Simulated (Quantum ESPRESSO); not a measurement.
# AlN (P6_3mc) in Quantum ESPRESSO: notebook, part 3 of 3

Quantum ESPRESSO 7.5.

### Step 12. Band structure, PBEsol

Input file pw.in:

```
&CONTROL
  calculation = 'scf'
  prefix = 'pwscf'
  outdir = './tmp'
  pseudo_dir = './pseudo'
  tprnfor = .true.
  tstress = .true.
  disk_io = 'low'
/
&SYSTEM
  ibrav = 0
  nat = 4
  ntyp = 2
  ecutwfc = 84
  nbnd = 14
  occupations = 'smearing'
  smearing = 'fd'
  degauss = 0.00367493
/
&ELECTRONS
  conv_thr = 8d-10
  electron_maxstep = 120
  mixing_beta = 0.5
/
ATOMIC_SPECIES
Al    26.9815 Al.upf
N     14.0070 N.upf
CELL_PARAMETERS bohr
   5.8827174260    0.0000000000    0.0000000000
  -2.9413587130    5.0945827342    0.0000000000
   0.0000000000    0.0000000000    9.4127258268
ATOMIC_POSITIONS bohr
Al     2.9413587133    1.6981942446    4.7063629134
Al    -0.0000000003    3.3963884896    0.0000000000
N      2.9413587133    1.6981942446    8.2831987275
N     -0.0000000003    3.3963884896    3.5768358142
K_POINTS automatic
10 10 6 0 0 0
```

Input file bands.in:

```
&CONTROL
  calculation = 'bands'
  prefix = 'pwscf'
  outdir = './tmp'
  pseudo_dir = './pseudo'
  disk_io = 'low'
  verbosity = 'high'
/
&SYSTEM
  ibrav = 0
  nat = 4
  ntyp = 2
  ecutwfc = 84
  nbnd = 14
  occupations = 'smearing'
  smearing = 'fd'
  degauss = 0.00367493
/
&ELECTRONS
  conv_thr = 1d-08
  electron_maxstep = 120
  mixing_beta = 0.5
  diago_full_acc = .true.
/
ATOMIC_SPECIES
Al    26.9815 Al.upf
N     14.0070 N.upf
CELL_PARAMETERS bohr
   5.8827174260    0.0000000000    0.0000000000
  -2.9413587130    5.0945827342    0.0000000000
   0.0000000000    0.0000000000    9.4127258268
ATOMIC_POSITIONS bohr
Al     2.9413587133    1.6981942446    4.7063629134
Al    -0.0000000003    3.3963884896    0.0000000000
N      2.9413587133    1.6981942446    8.2831987275
N     -0.0000000003    3.3963884896    3.5768358142
K_POINTS crystal
60
 0.0000000000  0.0000000000  0.0000000000 1
 0.0714285714  0.0000000000  0.0000000000 1
 0.1428571429  0.0000000000  0.0000000000 1
 0.2142857143  0.0000000000  0.0000000000 1
 0.2857142857  0.0000000000  0.0000000000 1
 0.3571428571  0.0000000000  0.0000000000 1
 0.4285714286  0.0000000000  0.0000000000 1
 0.5000000000  0.0000000000  0.0000000000 1
 0.4583333333  0.0833333333  0.0000000000 1
 0.4166666667  0.1666666667  0.0000000000 1
 0.3750000000  0.2500000000  0.0000000000 1
 0.3333333333  0.3333333333  0.0000000000 1
 0.2962962963  0.2962962963  0.0000000000 1
 0.2592592593  0.2592592593  0.0000000000 1
 0.2222222222  0.2222222222  0.0000000000 1
 0.1851851852  0.1851851852  0.0000000000 1
 0.1481481481  0.1481481481  0.0000000000 1
 0.1111111111  0.1111111111  0.0000000000 1
 0.0740740741  0.0740740741  0.0000000000 1
 0.0370370370  0.0370370370  0.0000000000 1
 0.0000000000  0.0000000000  0.0000000000 1
 0.0000000000  0.0000000000  0.1250000000 1
 0.0000000000  0.0000000000  0.2500000000 1
 0.0000000000  0.0000000000  0.3750000000 1
 0.0000000000  0.0000000000  0.5000000000 1
 0.0625000000  0.0000000000  0.5000000000 1
 0.1250000000  0.0000000000  0.5000000000 1
 0.1875000000  0.0000000000  0.5000000000 1
 0.2500000000  0.0000000000  0.5000000000 1
 0.3125000000  0.0000000000  0.5000000000 1
 0.3750000000  0.0000000000  0.5000000000 1
 0.4375000000  0.0000000000  0.5000000000 1
 0.5000000000  0.0000000000  0.5000000000 1
 0.4666666667  0.0666666667  0.5000000000 1
 0.4333333333  0.1333333333  0.5000000000 1
 0.4000000000  0.2000000000  0.5000000000 1
 0.3666666667  0.2666666667  0.5000000000 1
 0.3333333333  0.3333333333  0.5000000000 1
 0.3030303030  0.3030303030  0.5000000000 1
 0.2727272727  0.2727272727  0.5000000000 1
 0.2424242424  0.2424242424  0.5000000000 1
 0.2121212121  0.2121212121  0.5000000000 1
 0.1818181818  0.1818181818  0.5000000000 1
 0.1515151515  0.1515151515  0.5000000000 1
 0.1212121212  0.1212121212  0.5000000000 1
 0.0909090909  0.0909090909  0.5000000000 1
 0.0606060606  0.0606060606  0.5000000000 1
 0.0303030303  0.0303030303  0.5000000000 1
 0.0000000000  0.0000000000  0.5000000000 1
 0.5000000000  0.0000000000  0.5000000000 1
 0.5000000000  0.0000000000  0.3750000000 1
 0.5000000000  0.0000000000  0.2500000000 1
 0.5000000000  0.0000000000  0.1250000000 1
 0.5000000000  0.0000000000  0.0000000000 1
 0.3333333333  0.3333333333  0.0000000000 1
 0.3333333333  0.3333333333  0.1000000000 1
 0.3333333333  0.3333333333  0.2000000000 1
 0.3333333333  0.3333333333  0.3000000000 1
 0.3333333333  0.3333333333  0.4000000000 1
 0.3333333333  0.3333333333  0.5000000000 1
```

Potentials or basis: PseudoDojo 0.4.1 SR PBEsol standard.

The run is started by

```console
$ OMP_NUM_THREADS=1 pw.x -in pw.in > pw.out
$ OMP_NUM_THREADS=1 pw.x -in bands.in > bands.out
```

pw.out:

```text
This program is part of the open-source Quantum ESPRESSO suite
     for quantum simulation of materials; please cite
[... 9 lines left out ...]
     --------------------
     sticks:   dense  smooth     PW     G-vecs:    dense   smooth      PW
     Sum         805     805    241                29383    29383    4661

     Using Slab Decomposition

     bravais-lattice index     =            0
     lattice parameter (alat)  =       5.8827  a.u.
     unit-cell volume          =     282.0993 (a.u.)^3
     number of atoms/cell      =            4
     number of atomic types    =            2
     number of electrons       =        16.00
     number of Kohn-Sham states=           14
     kinetic-energy cutoff     =      84.0000  Ry
     charge density cutoff     =     336.0000  Ry
     scf convergence threshold =      8.0E-10
     mixing beta               =       0.5000
     number of iterations used =            8  plain     mixing
     Exchange-correlation= PBESOL
                           (   1   4  10   8   0   0   0)

[... 463 lines left out ...]
    -5.5673  -5.5673   2.0658   2.0658   3.3374   3.3374   6.1941   6.1941
    13.9865  13.9865  15.1671  15.1671  18.7453  18.7453

     the Fermi energy is     9.6236 ev

!    total energy              =     -51.05998040 Ry
     estimated scf accuracy    <          5.8E-10 Ry
     smearing contrib. (-TS)   =      -0.00000000 Ry
     internal energy E=F+TS    =     -51.05998040 Ry

     The total energy is F=E-TS. E is the sum of the following terms:
     one-electron contribution =      -1.97364736 Ry
     hartree contribution      =      11.22371990 Ry
     xc contribution           =     -16.82360465 Ry
     ewald contribution        =     -43.48644828 Ry

     convergence has been achieved in  10 iterations

     Forces acting on atoms (cartesian axes, Ry/au):

     atom    1 type  1   force =     0.00000000    0.00000000   -0.00513672
     atom    2 type  1   force =     0.00000000    0.00000000   -0.00513672
     atom    3 type  2   force =     0.00000000   -0.00000000    0.00513672
     atom    4 type  2   force =    -0.00000000   -0.00000000    0.00513672

     Total force =     0.010273     Total SCF correction =     0.000001

     Computing stress (Cartesian axis) and pressure

          total   stress  (Ry/bohr**3)                   (kbar)     P=        1.19
  -0.00002676   0.00000000  -0.00000000           -3.94        0.00       -0.00
  -0.00000000  -0.00002676  -0.00000000           -0.00       -3.94       -0.00
   0.00000000   0.00000000   0.00007776            0.00        0.00       11.44

=------------------------------------------------------------------------------=
   JOB DONE.
=------------------------------------------------------------------------------=
```

bands.out:

```text
This program is part of the open-source Quantum ESPRESSO suite
     for quantum simulation of materials; please cite
         "P. Giannozzi et al., J. Phys.:Condens. Matter 21 395502 (2009);
         "P. Giannozzi et al., J. Phys.:Condens. Matter 29 465901 (2017);
         "P. Giannozzi et al., J. Chem. Phys. 152 154105 (2020);
[... 466 lines left out ...]
    -8.1200  -5.9311   0.9678   6.1741   6.1741   6.8307   6.8307   7.0110
    11.1472  13.5804  17.4928  18.0770  18.0770  20.0697
[... 293 lines left out ...]
    -5.5322  -5.5322   2.1550   2.1550   3.1208   3.1208   6.2224   6.2224
    14.3176  14.3176  14.7694  14.7694  18.8471  18.8471

=------------------------------------------------------------------------------=
   JOB DONE.
=------------------------------------------------------------------------------=
```

Wall time 58 s (1 thread of Intel Xeon Platinum 8488C (Sapphire Rapids), shared host); peak memory 0.1 GiB.

Results:

```
Free energy             : -694.7064 eV
Pressure                : 0.1 GPa
Largest force           : 0.132 eV/Å
Band gap on the k mesh  : 4.14 eV, direct
Band gap along the path : 4.14 eV, direct
```

Forces in eV/Å, atoms in the order of the input:
```
Al   0.000  0.000 -0.132
Al   0.000  0.000 -0.132
N    0.000  0.000  0.132
N    0.000  0.000  0.132
```

Stress tensor (GPa, compression positive):
```
-0.39  0.00  0.00
 0.00 -0.39  0.00
 0.00  0.00  1.14
```

Levels at the corners of the path, in eV from the valence-band top:
| point | band 5 | band 6 | band 7 | band 8 | band 9 | band 10 | band 11 | band 12 |
| --- | --- | --- | --- | --- | --- | --- | --- | --- |
| Γ | -0.84 | -0.18 | -0.18 | 0.00 | 4.14 | 6.57 | 10.48 | 11.07 |
| M | -3.37 | -2.08 | -1.80 | -0.66 | 5.69 | 5.70 | 8.10 | 10.19 |
| K | -3.79 | -2.45 | -2.40 | -2.40 | 4.91 | 8.26 | 9.59 | 9.59 |
| Γ | -0.84 | -0.18 | -0.18 | 0.00 | 4.14 | 6.57 | 10.48 | 11.07 |
| A | -0.52 | -0.52 | -0.52 | -0.52 | 6.38 | 6.38 | 10.22 | 10.22 |
| L | -1.45 | -1.45 | -1.37 | -1.37 | 5.20 | 5.20 | 9.19 | 9.19 |
| H | -3.89 | -3.89 | -0.79 | -0.79 | 7.31 | 7.31 | 7.76 | 7.76 |
| A | -0.52 | -0.52 | -0.52 | -0.52 | 6.38 | 6.38 | 10.22 | 10.22 |
| L | -1.45 | -1.45 | -1.37 | -1.37 | 5.20 | 5.20 | 9.19 | 9.19 |
| M | -3.37 | -2.08 | -1.80 | -0.66 | 5.69 | 5.70 | 8.10 | 10.19 |
| K | -3.79 | -2.45 | -2.40 | -2.40 | 4.91 | 8.26 | 9.59 | 9.59 |
| H | -3.89 | -3.89 | -0.79 | -0.79 | 7.31 | 7.31 | 7.76 | 7.76 |

Caveat: some levels on the path didn't converge.

### Step 13. Summary

```csv
task,level,potentials or basis,form of the LDA correlation,gap on the mesh (eV),pressure (GPa),largest force (eV/Å)
band structure,PBE,PseudoDojo 0.4.1 SR PBE standard,-,4.22,3.4,0.13
band structure,LDA,PseudoDojo 0.4.1 SR LDA standard,PW92,4.26,-5.8,0.11
equation of state,PBEsol,PseudoDojo 0.4.1 SR PBEsol standard,-,-,-,-
band structure,PBEsol,PseudoDojo 0.4.1 SR PBEsol standard,-,4.14,0.1,0.13
```

Alike in all rows: no spin polarisation; cell as given; k mesh 10 × 10 × 6; cutoff (eV) 1143; smearing fermi-dirac 0.05 eV.

Caveats: some levels on the path didn't converge (some runs).

Absolute energies hang on the potentials; compare differences alone.

### Step 14. Against experiment

Step 2. Measured gap of AlN: 6.034 eV (an exciton energy, a little under the gap; 10 K; quoted in “Self-assembly of well-separated AlN nanowires directly on sputtered metallic TiN films”, 2019, arxiv:1910.07391). This calculation gives 4.22 eV (-1.81 eV). 2 values of this kind are on record (6.034 to 6.0343 eV); this one was drawn at random. The value is that of PBE, without temperature or zero-point motion. Semilocal functionals fall short of measured gaps as a rule.

Step 3. A measured gap of AlN is 6.034 eV (an exciton energy, a little under the gap; 10 K; quoted in “Self-assembly of well-separated AlN nanowires directly on sputtered metallic TiN films”, 2019, arxiv:1910.07391); the calculated 4.26 eV misses it by -1.78 eV. 2 values of this kind are on record (6.034 to 6.0343 eV); this one was drawn at random. The value is that of LDA, without temperature or zero-point motion. Semilocal functionals fall short of measured gaps as a rule.

Step 12. Against the measured gap of AlN, 6.0343 eV (an exciton energy, a little under the gap; 0 K; quoted in “Structural and optical properties of self-assembled AlN nanowires grown on SiO2/Si substrates by molecular beam epitaxy”, 2024, arxiv:2402.00216), the calculated 4.14 eV is off by -1.90 eV. 2 values of this kind are on record (6.034 to 6.0343 eV); this one was drawn at random. The value is that of PBEsol, without temperature or zero-point motion. Semilocal functionals fall short of measured gaps as a rule.
